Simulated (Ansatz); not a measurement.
A crystal relaxed with r2SCAN in the PAW code Ansatz has space group C222_1 (No. 20) and a = 5.764 Å, b = 9.914 Å, c = 13.987 Å.

```csv
atom,site,x,y,z
Ba,8c,0.5146,0.1657,0.4034
Ba,4b,0.5000,0.4991,0.2500
Xx,8c,0.5237,0.1686,0.6539
Xx,4a,0.9729,0.0000,0.0000
O,8c,0.4996,0.3356,0.9196
O,8c,0.7527,0.9178,0.0806
O,8c,0.2756,0.7557,0.2468
O,8c,0.7511,0.9157,0.4191
O,4b,0.5000,0.0208,0.7500
```

r2SCAN gives a direct gap of 2.51 eV at Γ. The HSE06 gap is direct at Γ: 3.60 eV. PBE gives a direct gap of 2.14 eV at Γ. Meshes: r2SCAN 6×6×2, HSE06 6×6×2, PBE 6×6×2. r2SCAN's ε∞ is 4.9, 5.2 and 5.4 along x, y and z.

Q: Which element is Xx?
A. Ti
B. Hf
C. Sn
D. Zr

A: A. Xx is Ti: BaTiO₃ (C222_1) from a database of computed structures. Ba has 12 O at 2.80–3.03 Å; Ba has 12 O at 2.85–2.89 Å; Ti has 6 O at 1.86–2.13 Å and 1 Ti at 2.70 Å; Ti has 6 O at 1.88–2.12 Å; O has 2 Ti at 1.95–1.99 Å and 4 Ba at 2.81–2.99 Å; O has 2 Ti at 1.88–2.08 Å and 4 Ba at 2.85–3.03 Å; O has 2 Ti at 1.89–2.13 Å and 4 Ba at 2.80–2.89 Å; O has 2 Ti at 1.86–2.12 Å and 4 Ba at 2.84–2.94 Å (further sites aren't listed).

No spin polarisation and no zero-point or thermal motion.

Spin-orbit coupling is left out.

For a response run the program warns that the ground state's bands aren't all converged, so ε∞ carries an extra error.
